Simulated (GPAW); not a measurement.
# CdTe (F-43m) in GPAW: further runs, part 2 of 2

GPAW 26.7.0. The steps go on from the part before.

## Step 4: Gruneisen, OLYP

The input, run.py:

```python
import json
import numpy as np
from ase import Atoms
from ase.constraints import FixSymmetry
from ase.filters import FrechetCellFilter
from ase.io import read, write
from ase.optimize import BFGS
from phonopy import Phonopy
from phonopy.structure.atoms import PhonopyAtoms
from gpaw import GPAW, PW, setup_paths

setup_paths.insert(0, '.')

atoms = read('CdTe.xyz')

calc = GPAW(mode=PW(600),
            xc='GGA_X_OPTX+GGA_C_LYP',
            kpts={'size': (7, 7, 7), 'gamma': True},
            occupations={'name': 'fermi-dirac', 'width': 0.05},
            nbands=18,
            convergence={'density': 1e-06, 'eigenstates': 1e-09},
            eigensolver='davidson',
            maxiter=150,
            txt='gpaw.txt')
atoms.calc = calc
atoms.set_constraint(FixSymmetry(atoms))
BFGS(FrechetCellFilter(atoms), trajectory='relax.traj', logfile='-').run(fmax=0.005, steps=40)
atoms.set_constraint()
energy = atoms.get_potential_energy()
forces = atoms.get_forces()
stress = atoms.get_stress()
calc.write('gs.gpw')
write('result.traj', atoms)
print('Cell:', atoms.cell.cellpar().round(4))
print(atoms.get_scaled_positions().round(5))

def force_constants(scale):
    unit = PhonopyAtoms(symbols=atoms.get_chemical_symbols(), cell=atoms.cell[:] * scale**(1 / 3),
                        scaled_positions=atoms.get_scaled_positions())
    ph = Phonopy(unit, supercell_matrix=np.diag([1, 1, 1]), primitive_matrix=np.eye(3), symprec=1e-4)
    ph.generate_displacements(distance=0.02)
    forces = []
    for i, sc in enumerate(ph.supercells_with_displacements):
        a = Atoms(sc.symbols, cell=sc.cell, scaled_positions=sc.scaled_positions, pbc=True)
        c = GPAW(mode=PW(510),
                 xc='GGA_X_OPTX+GGA_C_LYP',
                 kpts={'size': (7, 7, 7), 'gamma': True},
                 occupations={'name': 'fermi-dirac', 'width': 0.05},
                 nbands=18,
                 convergence={'density': 1e-06, 'eigenstates': 1e-09},
                 eigensolver='davidson',
                 maxiter=150,
                 txt=f'disp-{scale:.3f}-{i:02d}.txt')
        a.calc = c
        f = a.get_forces()
        forces.append(f - f.mean(axis=0))
        print(f'displacement {i}: drift', f.mean(axis=0).round(5), flush=True)
    ph.forces = forces
    ph.produce_force_constants()
    ph.symmetrize_force_constants()
    return ph

qpoints = [[0.0, 0.0, 0.0]]
results = {}
for scale in [0.99, 1.0, 1.01]:
    ph = force_constants(scale)
    ph.run_qpoints(qpoints)
    nu = ph.qpoints.frequencies * 33.35641  # THz to cm^-1
    results[f'{scale:.3f}'] = nu.tolist()
    for qp, f in zip(qpoints, nu):
        print(scale, np.round(qp, 4), f.round(2))

lo, mid, hi = (np.array(results[x]) for x in ('0.990', '1.000', '1.010'))
gamma = np.where(abs(mid) > 5, -(hi - lo) / (np.log(1.01 / 0.99) * np.where(abs(mid) > 5, mid, 1)), 0)
results['gamma'] = gamma.tolist()
print('Mode Grueneisen parameters:')
print(gamma.round(3))
json.dump(results, open('phonons.json', 'w'))
```

The input, CdTe.xyz:

```xyz
2
Lattice="0.0000000000 3.2050000000 3.2050000000 3.2050000000 0.0000000000 3.2050000000 3.2050000000 3.2050000000 0.0000000000" Properties=species:S:1:pos:R:3 pbc="T T T"
Te     4.8075000000      4.8075000000      4.8075000000
Cd     0.0000000000      0.0000000000      0.0000000000
```

Potentials or basis: PAW data sets generated in the run's folder for this functional, pw.

Launch:

```console
$ gpaw-setup -f GGA_X_OPTX+GGA_C_LYP Cd Te
$ OMP_NUM_THREADS=1 python run.py
```

gpaw.txt:

```text
__  _  _
 | _ |_)|_||  |
 |__||  | ||/\| - 26.7.0

Input parameters:
  mode=PW(ecut=600.0),
  convergence={'density': 1e-06, 'eigenstates': 1e-09},
  eigensolver=Davidson(niter=2),
  kpts=MonkhorstPack(size=(7, 7, 7), gamma=True),
  maxiter=150,
  nbands=18,
  occupations=Occupations(name='fermi-dirac', width=0.05),
  xc=XC(name='GGA_X_OPTX+GGA_C_LYP')

Diagonalizing LCAO Hamiltonian
Converting LCAO to pw mode

                      Te

       Cd

Atoms  # Å, Bohr magnetons
|   | symbol |        x |        y |        z |    initial magnetic moments |
|---|--------|----------|----------|----------|-----------------------------|
| 0 |     Te | 4.807500 | 4.807500 | 4.807500 | ( 0.0000,  0.0000,  0.0000) |
| 1 |     Cd | 0.000000 | 0.000000 | 0.000000 | ( 0.0000,  0.0000,  0.0000) |

Unit cell  # Å
| periodic |        x |        y |        z |  lengths |    angles |
|----------|----------|----------|----------|----------|-----------|
|      yes | 0.000000 | 3.205000 | 3.205000 | 4.532554 | 60.000000 |
|      yes | 3.205000 | 0.000000 | 3.205000 | 4.532554 | 60.000000 |
|      yes | 3.205000 | 3.205000 | 0.000000 | 4.532554 | 60.000000 |

Number of symmetries: 24
Symmetry operations  # r_c * U_cc + t_c -> r_c
|    | kind |            matrix            |
|----|------|------------------------------|
|  0 |  E   |  1, 0, 0,  0, 1, 0,  0, 0, 1 |
|  1 |  σ   |  1, 0, 0,  0, 0, 1,  0, 1, 0 |
|  2 |  σ   |  1, 0,-1,  0, 1,-1,  0, 0,-1 |
|  3 |  C3  |  1, 0,-1,  0, 0,-1,  0, 1,-1 |
|  4 |  C3  |  1,-1, 0,  0,-1, 1,  0,-1, 0 |
|  5 |  σ   |  1,-1, 0,  0,-1, 0,  0,-1, 1 |
|  6 |  σ   |  0, 1, 0,  1, 0, 0,  0, 0, 1 |
|  7 |  C3  |  0, 1, 0,  0, 0, 1,  1, 0, 0 |
|  8 |  C2  |  0, 1,-1,  1, 0,-1,  0, 0,-1 |
[... 147 lines left out ...]
SCF iterations
|iter     | |      energy | eigst |  dens |
|---------|-|-------------|-------|-------|
|iter:   1| |   -3.887791 | -0.34 |       |
|iter:   2| |   -3.845464 | -2.13 | -1.21 |
|iter:   3| |   -3.695197 | -1.74 | -1.25 |
|iter:   4| |   -3.698257 | -3.02 | -1.74 |
|iter:   5| |   -3.699890c| -3.53 | -2.16 |
|iter:   6| |   -3.700168c| -4.32 | -2.82 |
|iter:   7| |   -3.700212c| -5.00 | -3.41 |
|iter:   8| |   -3.700216c| -5.83 | -3.98 |
|iter:   9| |   -3.700217c| -6.67 | -4.61 |
|iter:  10| |   -3.700217c| -7.36 | -5.02 |
|iter:  11| |   -3.700217c| -8.21 | -5.69 |
|iter:  12| |   -3.700217c| -8.91 | -6.22c|
|iter:  13| |   -3.700217c| -9.75c| -6.63c|

[... 264 lines left out ...]
  Free energy:      -3.750200
  Extrapolated:     -3.750200
[... 31 lines left out ...]
Stress tensor  # eV/Ang^3
|         x |         y |         z |
|-----------|-----------|-----------|
| -0.026904 | -0.000000 |  0.000000 |
| -0.000000 | -0.026904 |  0.000000 |
|  0.000000 |  0.000000 | -0.026904 |

Forces  # eV/Ang
|        x |        y |       z |
|----------|----------|---------|
| -0.00000 |  0.00000 | 0.00000 |  # Te   0
|  0.00000 | -0.00000 | 0.00000 |  # Cd   1

Interpolating wave functions to new cell

                       Te
[... 237 lines left out ...]
Stress tensor  # eV/Ang^3
|         x |         y |         z |
|-----------|-----------|-----------|
| -0.003541 |  0.000000 |  0.000000 |
|  0.000000 | -0.003541 |  0.000000 |
|  0.000000 |  0.000000 | -0.003541 |

Forces  # eV/Ang
|        x |       y |       z |
|----------|---------|---------|
| -0.00000 | 0.00000 | 0.00000 |  # Te   0
|  0.00000 | 0.00000 | 0.00000 |  # Cd   1

Interpolating wave functions to new cell

                       Te

       Cd

Atoms  # Å, Bohr magnetons
|   | symbol |         x |        y |        z |    initial magnetic moments |
|---|--------|-----------|----------|----------|-----------------------------|
| 0 |     Te |  5.031690 | 5.031690 | 5.031690 | ( 0.0000,  0.0000,  0.0000) |
| 1 |     Cd | -0.000000 | 0.000000 | 0.000000 | ( 0.0000,  0.0000,  0.0000) |

Unit cell  # Å
| periodic |         x |        y |         z |  lengths |    angles |
|----------|-----------|----------|-----------|----------|-----------|
|      yes | -0.000000 | 3.354460 |  3.354460 | 4.743923 | 60.000000 |
|      yes |  3.354460 | 0.000000 |  3.354460 | 4.743923 | 60.000000 |
|      yes |  3.354460 | 3.354460 | -0.000000 | 4.743923 | 60.000000 |
[... 220 lines left out ...]
Stress tensor  # eV/Ang^3
|         x |         y |         z |
|-----------|-----------|-----------|
| -0.000500 |  0.000000 |  0.000000 |
|  0.000000 | -0.000500 |  0.000000 |
|  0.000000 |  0.000000 | -0.000500 |

Forces  # eV/Ang
|       x |        y |        z |
|---------|----------|----------|
| 0.00000 | -0.00000 |  0.00000 |  # Te   0
| 0.00000 | -0.00000 | -0.00000 |  # Cd   1

Interpolating wave functions to new cell

                       Te

       Cd

Atoms  # Å, Bohr magnetons
|   | symbol |         x |         y |         z |    initial magnetic moments |
|---|--------|-----------|-----------|-----------|-----------------------------|
| 0 |     Te |  5.036264 |  5.036264 |  5.036264 | ( 0.0000,  0.0000,  0.0000) |
| 1 |     Cd | -0.000000 | -0.000000 | -0.000000 | ( 0.0000,  0.0000,  0.0000) |

Unit cell  # Å
| periodic |         x |        y |         z |  lengths |    angles |
|----------|-----------|----------|-----------|----------|-----------|
|      yes | -0.000000 | 3.357509 |  3.357509 | 4.748235 | 60.000000 |
|      yes |  3.357509 | 0.000000 |  3.357509 | 4.748235 | 60.000000 |
|      yes |  3.357509 | 3.357509 | -0.000000 | 4.748235 | 60.000000 |
[... 219 lines left out ...]
Stress tensor  # eV/Ang^3
|         x |         y |         z |
|-----------|-----------|-----------|
| -0.000013 | -0.000000 | -0.000000 |
| -0.000000 | -0.000013 |  0.000000 |
| -0.000000 |  0.000000 | -0.000013 |

Forces  # eV/Ang
|        x |        y |       z |
|----------|----------|---------|
|  0.00000 | -0.00000 | 0.00000 |  # Te   0
| -0.00000 | -0.00000 | 0.00000 |  # Cd   1

# Writing to gs.gpw (mode='')
```

stdout:

```text
Step          Energy          fmax
BFGS:    0       -3.700217        1.137929
BFGS:    1       -3.750200        0.907578
BFGS:    2       -3.847536        0.131499
BFGS:    3       -3.850076        0.018862
BFGS:    4       -3.850149        0.000491
Cell: [ 4.7482  4.7482  4.7482 60.     60.     60.    ]
[[0.75 0.75 0.75]
 [0.   0.   0.  ]]
displacement 0: drift [-0. -0. -0.]
displacement 1: drift [-0. -0. -0.]
0.99 [0. 0. 0.] [ -0.     0.     0.   119.57 119.57 119.57]
displacement 0: drift [-0. -0. -0.]
displacement 1: drift [-0. -0. -0.]
1.0 [0. 0. 0.] [ -0.    -0.    -0.   117.17 117.17 117.17]
displacement 0: drift [-0. -0. -0.]
displacement 1: drift [-0. -0. -0.]
1.01 [0. 0. 0.] [ -0.   -0.   -0.  114.8 114.8 114.8]
Mode Grueneisen parameters:
[[0.    0.    0.    2.034 2.034 2.034]]
```

Wall time 6.7 min (1 thread of Arm Neoverse V1, shared host); peak memory 0.46 GiB.

Results:

```yaml
Free_energy: -3.8501 eV
Relaxed_volume: 37.85 Å³/atom
Relaxed_cell: a = 4.748 Å, b = 4.748 Å, c = 4.748 Å, α = 60.00°, β = 60.00°, γ = 60.00°
Space_group_after_relaxing_to_0.05_Å: F-43m (No. 216)
Pressure_after_relaxing: 0.0 GPa
Band_gap_on_the_k_mesh: 0.81 eV, direct
Highest_phonon_frequency_at_Γ_LO-TO_splitting_left_out: 117 cm⁻¹
```

Final structure:
```
CELL_PARAMETERS angstrom
0.00000 3.35751 3.35751
3.35751 0.00000 3.35751
3.35751 3.35751 0.00000
ATOMIC_POSITIONS crystal
Te 0.75000 0.75000 0.75000
Cd 0.00000 0.00000 0.00000
```

Levels at points of the mesh, in eV from the valence-band top:
| k point | band 7 | band 8 | band 9 | band 10 | band 11 | band 12 |
| --- | --- | --- | --- | --- | --- | --- |
| (0.00, 0.00, 0.00) | 0.00 | 0.00 | 0.00 | 0.81 | 4.87 | 4.87 |

Phonon frequencies in cm⁻¹ (negative: imaginary):
| q point | frequencies |
| --- | --- |
| (0.000, 0.000, 0.000) | 0 0 0 117 117 117 |

Mode Grüneisen parameters of phonons at Γ, in order of frequency: 2.03, 2.03, 2.03

Caveat: the cutoff is short for stress and forces, so pressures can be off by a GPa or more; the density grid can change from cell to cell, which puts small steps into energies and stress; the LO-TO splitting is left out; spin-orbit coupling is left out, which moves the levels of the heavy elements.

## Step 5: How close it comes

Step 4. Against the measured gap of CdTe, 1.607 eV (0 K; a printed reference work, data compilation), the calculated 0.81 eV is off by -0.80 eV. Spin-orbit coupling on Cd, Te is left out. The value is that of OLYP, without temperature or zero-point motion.
